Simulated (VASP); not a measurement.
# Ti2C (R-3m) in VASP: notebook, part 2 of 2

VASP 6.6.1. The steps go on from the part before.

**6. Single point, LDA**

The input, INCAR:

```
PREC = Accurate
ENCUT = 650
EDIFF = 1E-6
ISMEAR = -1
SIGMA = 0.15
LREAL = False
LASPH = True
NELM = 100
ALGO = Normal
ISIF = 2
LWAVE = False
LCHARG = False
NBANDS = 21
ADDGRID = False
```

The input, KPOINTS:

```
regular mesh
0
Gamma
  7 7 7
```

The input, POSCAR:

```
Ti2C
1.0
    1.5406981810      0.8895225095      4.8137698526
   -1.5406981810      0.8895225095      4.8137698526
    0.0000000000     -1.7790450191      4.8137698526
Ti C
2 1
Direct
    0.7545021700      0.7545021700      0.7545021700
    0.2454978300      0.2454978300      0.2454978300
    0.5000000000      0.5000000000      0.5000000000
```

Potentials or basis: VASP PAW LDA potentials, release 64 (Ti_sv, C).

Launch:

```sh
cat potpaw_LDA.64/Ti_sv/POTCAR potpaw_LDA.64/C/POTCAR > POTCAR
mpirun -np 1 vasp_std > vasp.out
```

OUTCAR:

```text
PREC = Accurate
   ENCUT = 650
   EDIFF = 1E-6
   ISMEAR = -1
   LREAL = False
   LASPH = True
   NELM = 100
   ISIF = 2

 Found     44 irreducible k-points:

 Following reciprocal coordinates:
            Coordinates               Weight
  0.000000  0.000000  0.000000      1.000000
  0.142857  0.000000 -0.000000      6.000000
  0.285714 -0.000000 -0.000000      6.000000
  0.428571  0.000000 -0.000000      6.000000
  0.142857  0.142857 -0.000000      6.000000
  0.285714  0.142857 -0.000000     12.000000
   k-points           NKPTS =     44   k-points in BZ     NKDIM =     44   number of bands    NBANDS=     21
   number of dos      NEDOS =    301   number of ions     NIONS =      3
   total plane-waves  NPLWV = 110592
   dimension x,y,z NGX =    48 NGY =   48 NGZ =   48
   dimension x,y,z NGXF=    96 NGYF=   96 NGZF=   96
   ions per type =               2   1
   NGX,Y,Z   is equivalent  to a cutoff of  15.55, 15.55, 15.55 a.u.
   NGXF,Y,Z  is equivalent  to a cutoff of  31.10, 31.10, 31.10 a.u.
 SYSTEM =  unknown system
   PREC   = accura    normal or accurate (medium, high low for compatibility)
   ISTART =      0    job   : 0-new  1-cont  2-samecut
   ICHARG =      2    charge: 1-file 2-atom 10-const
   ISPIN  =      1    spin polarized calculation?
   LNONCOLLINEAR =      F non collinear calculations
   LSORBIT =      F    spin-orbit coupling
   LASPH  =      T    aspherical Exc in radial PAW
   ENCUT  =  650.0 eV  47.77 Ry    6.91 a.u.  10.67 10.67 10.67*2*pi/ulx,y,z
   NELM   =    100;   NELMIN=  2; NELMDL= -5     # of ELM steps
   EDIFF  = 0.1E-05   stopping-criterion for ELM
   LREAL  =      F    real-space projection
   EDIFFG = 0.1E-04   stopping-criterion for IOM
   NSW    =      0    number of steps for IOM
   IBRION =     -1    ionic relax: 0-MD 1-quasi-New 2-CG
   NFREE  =      0    steps in history (QN), initial steepest desc. (CG)
   ISIF   =      2    stress and relaxation
   ISYM   =      2    0-nonsym 1-usesym 2-fastsym
   POTIM  = 0.5000    time-step for ionic-motion
   TEBEG  =    0.0;   TEEND  =   0.0 temperature during run
   PSTRESS=    0.0 pullay stress
   NELECT =      28.0000    total number of electrons
   NUPDOWN=      -1.0000    fix difference up-down
   EMIN   =  10.00;   EMAX   =-10.00  energy-range for DOS
   EFERMI =   0.00;   METHOD = LEGACY
   ISMEAR =    -1;   SIGMA  =   0.15  broadening in eV -4-tet -1-fermi 0-gaus
   EFERMI_NEDOS =   21; number of points for ismear=-14 and -15
   IALGO  =     38    algorithm
   IMIX   =      4    mixing-type and parameters
     AMIX     =   0.40;   BMIX     =  1.00
     AMIX_MAG =   1.60;   BMIX_MAG =  1.00
  volume/ion in A,a.u.               =      13.19        89.04
  Fermi-wavevector in a.u.,A,eV,Ry     =   1.458670  2.756487 28.949376  2.127719
  Thomas-Fermi vector in A             =   2.575328
   LORBIT       =      0    0 simple, 1 ext, 2 COOP (PROOUT), +10 PAW based schemes
   GGA     = CA    functional components
   LHFCALC =     F    Hartree Fock is set to
   AEXX    =    0.0000 exact exchange contribution
   IVDW    =     0    specifies the selected vdW correction
   LEPSILON=     F    determine dielectric tensor
   LRPA    =     F    only Hartree local field effects (RPA)
 non-spin polarized calculation
  energy-cutoff  :      650.00
  volume of cell :       39.58
 maximum number of plane-waves:      1505
 NGX is ok and might be reduce to    48
   NGX = 21   NGY = 21   NGZ = 21

 number of electron      28.0000001 magnetization

 Free energy of the ion-electron system (eV)
  ---------------------------------------------------
  ext. energy  EPLUGINS =         0.00000000
  ---------------------------------------------------
  free energy    TOTEN  =       -29.36040223 eV

  energy without entropy =      -29.21787958  energy(sigma->0) =      -29.28914091

 E-fermi :   8.0990     XC(G=0): -12.0976

 val. band max:        8.0071188409   @ k =  -0.1429   0.1429   0.0000
 cond. band min:       8.1049194719   @ k =  -0.4286   0.4286   0.4286
 fundamental gap:      0.0978006311
 Fermi energy:         8.0990151427

 k-point     1 :       0.0000    0.0000    0.0000
  band No.  band energies     occupation
      1     -47.8983      2.00000
      2     -47.7919      2.00000
      3     -24.8564      2.00000
      4     -24.3397      2.00000
      5     -24.3397      2.00000
      6     -24.2776      2.00000
[... 13 lines left out ...]
     20      11.1156      0.00000
     21      12.1812      0.00000

 k-point     2 :       0.1429    0.0000   -0.0000
  band No.  band energies     occupation
      1     -47.8846      2.00000
      2     -47.7884      2.00000
      3     -24.8215      2.00000
      4     -24.4068      2.00000
      5     -24.3551      2.00000
      6     -24.3276      2.00000
[... 13 lines left out ...]
     20      11.2704      0.00000
     21      12.5075      0.00000

 k-point     3 :       0.2857   -0.0000   -0.0000
  band No.  band energies     occupation
      1     -47.8508      2.00000
      2     -47.7832      2.00000
      3     -24.7359      2.00000
      4     -24.5515      2.00000
      5     -24.4669      2.00000
      6     -24.3896      2.00000
[... 13 lines left out ...]
     20      11.4644      0.00000
     21      13.3299      0.00000

 k-point     4 :       0.4286    0.0000   -0.0000
  band No.  band energies     occupation
      1     -47.8155      2.00000
      2     -47.7871      2.00000
      3     -24.6949      2.00000
      4     -24.6466      2.00000
      5     -24.5258      2.00000
      6     -24.4253      2.00000
[... 13 lines left out ...]
     20      11.4955      0.00000
     21      12.1965      0.00000

 k-point     5 :       0.1429    0.1429   -0.0000
  band No.  band energies     occupation
      1     -47.8835      2.00000
      2     -47.7895      2.00000
      3     -24.8168      2.00000
      4     -24.4027      2.00000
      5     -24.3638      2.00000
      6     -24.3436      2.00000
[... 13 lines left out ...]
     20      11.2468      0.00000
     21      12.4902      0.00000

 k-point     6 :       0.2857    0.1429   -0.0000
  band No.  band energies     occupation
      1     -47.8592      2.00000
      2     -47.7857      2.00000
      3     -24.7596      2.00000
      4     -24.4965      2.00000
      5     -24.4621      2.00000
      6     -24.3697      2.00000
[... 13 lines left out ...]
     20      11.7971      0.00000
     21      12.9276      0.00000

 [... further k-points ...]

------------------------ aborting loop because EDIFF is reached ----------------------------------------

  FORCE on cell =-STRESS in cart. coord.  units (eV):
  Direction    XX          YY          ZZ          XY          YZ          ZX
  --------------------------------------------------------------------------------------
  -------------------------------------------------------------------------------------
  Total       -2.1894220     -2.1894220     -1.9347817      0.0000000      0.0000000      0.0000000
  in kB      -88.6194359    -88.6194359    -78.3125684      0.0000000      0.0000000      0.0000000
  external PRESSURE =     -85.1838134 kB  Pullay stress =       0.0000000 kB

 VOLUME and BASIS-vectors are now :
 -----------------------------------------------------------------------------
  energy-cutoff  :      650.00
  volume of cell :       39.58
      direct lattice vectors                 reciprocal lattice vectors
     1.540698181  0.889522510  4.813769853     0.324528195  0.187366441  0.069245798
    -1.540698181  0.889522510  4.813769853    -0.324528195  0.187366441  0.069245798
     0.000000000 -1.779045019  4.813769853     0.000000000 -0.374732882  0.069245798

 POSITION                                       TOTAL-FORCE (eV/Angst)
 -----------------------------------------------------------------------------------
      0.00000     -0.00000     10.89600         0.000000     -0.000000      0.324368
      0.00000     -0.00000      3.54531         0.000000      0.000000     -0.324368
      0.00000     -0.00000      7.22065        -0.000000     -0.000000     -0.000000
 -----------------------------------------------------------------------------------
    total drift:                                0.000000      0.000000     -0.000000

  FREE ENERGIE OF THE ION-ELECTRON SYSTEM (eV)
  ---------------------------------------------------
  free  energy   TOTEN  =       -29.3604022264 eV

  energy  without entropy=      -29.2178795838  energy(sigma->0) =      -29.28914091
```

It took 1.8 min on 1 thread of Intel Xeon Platinum 8488C (Sapphire Rapids), shared host; peak memory 0.27 GiB.

These settings aren't checked as converged: the numbers below hold their error.

What came out:

| Property | Result |
| --- | --- |
| Free energy | -29.3604 eV |
| Pressure | -8.5 GPa |
| Largest force | 0.324 eV/Å |
| Band gap on the k mesh | none (metal or under the smearing width) |
